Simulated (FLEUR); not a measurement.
KCl:

```xyz
2
Lattice="3.8392 0.0000 0.0000 0.0000 3.8392 0.0000 0.0000 0.0000 3.8392" Properties=species:S:1:pos:R:3 pbc="T T T"
K     0.0000    0.0000    0.0000
Cl    1.9196    1.9196    1.9196
```

Measurements of this composition are mostly on another form, of space group No. 225.

Base run:

* Program: FLEUR MaX-R8.1 (later development tree)
* Functional: r2SCAN
* Potentials or basis: all-electron
* Basis: FLAPW
* Kmax: 4.1 1/bohr
* k mesh: 7 × 7 × 7
* Occupations: fermi-dirac, width 0.05 eV
* Spin: no spin polarisation

Its results: band gap on the k mesh 5.54 eV, indirect (least direct gap 5.73 eV).

**Question.** The run is repeated on the same cell with these changes: functional from r2SCAN to PBEsol. What comes out?

**Answer.** Band gap on the k mesh 4.65 eV, indirect (least direct gap 4.83 eV).

r2SCAN gives the wider gap, since meta-GGAs in the generalised Kohn-Sham scheme recover part of the derivative discontinuity.

Caveats: the meta-GGA is that of a development version, with a GGA for the radial functions and cores and without core tails (some runs); an odd mesh through Γ misses points on the zone boundary, where band edges often lie (some runs).
